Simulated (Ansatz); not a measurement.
BaTiO₃, one cell by several methods

```
CELL_PARAMETERS angstrom
3.99980 0.00000 0.00000
0.00000 3.99980 0.00000
0.00000 0.00000 4.01800
ATOMIC_POSITIONS crystal
Ba 0.00000 0.00000 0.00000
Ti 0.50000 0.50000 0.50000
O 0.50000 0.50000 0.00000
O 0.50000 0.00000 0.50000
O 0.00000 0.50000 0.50000
```

Atom numbers follow the list: Ba1, Ti2, O3, O4, O5.

The geometry is COD entry 2100860, unchecked; take it as a test cell.

Spin–orbit coupling is left out, though it moves levels of the heavy atoms by tenths of an eV or more.

Levels of theory: DFT, PBEsol, PAW with Ansatz's default frozen-core files, scalar-relativistic (Ansatz 0.2.0); DFT, PBEsol, all-electron PAW with datasets made for the crystal, scalar-relativistic (Ansatz 0.2.0); DFT, PBEsol, all-electron LAPW, scalar-relativistic (Ansatz 0.2.0).

For PAW: a Γ-centred 7×7×7 k mesh, Fermi–Dirac smearing of 0.03 eV, cutoff 420 eV, no spin polarisation; the PAW files were made with PBE, and the program remakes their frozen cores for this functional. The crystal-made all-electron datasets (AE datasets) take a cutoff of 540 eV at this cell. LAPW targets a basis error of 1 meV/atom. The Ansatz runs share mesh, smearing and spin set-up. Plane-wave (PAW) pressures include the program's estimate of the Pulay term.

Stress and pressure are positive in compression.

No spin–orbit coupling: at heavy atoms the gradients can be off by tens of per cent for that reason.

Levels count from the top of the valence band.

```
                             quantity     PAW  AE datasets    LAPW
                       pressure (GPa)   -4.59        -4.58   -4.58
                      stress xx (GPa)   -4.31        -4.30   -4.30
                      stress zz (GPa)   -5.14        -5.13   -5.13
                        band gap (eV)   1.751        1.746   1.746
       highest filled level at M (eV)  -0.048       -0.048  -0.048
         lowest empty level at M (eV)   3.548        3.546   3.546
       highest filled level at X (eV)  -0.687       -0.689  -0.689
         lowest empty level at X (eV)   1.886        1.881   1.881
       highest filled level at R (eV)  -0.062       -0.063  -0.063
         lowest empty level at R (eV)   3.510        3.509   3.509
field gradient Vzz at Ba1 (10²¹ V/m²)    0.06         0.07       –
field gradient Vzz at Ti2 (10²¹ V/m²)    0.41         0.40       –
 field gradient Vzz at O3 (10²¹ V/m²)    2.53         2.44       –
 field gradient Vzz at O4 (10²¹ V/m²)    2.33         2.24       –
```

PAW's pressure differs from the LAPW value by about 0.01 GPa or less.
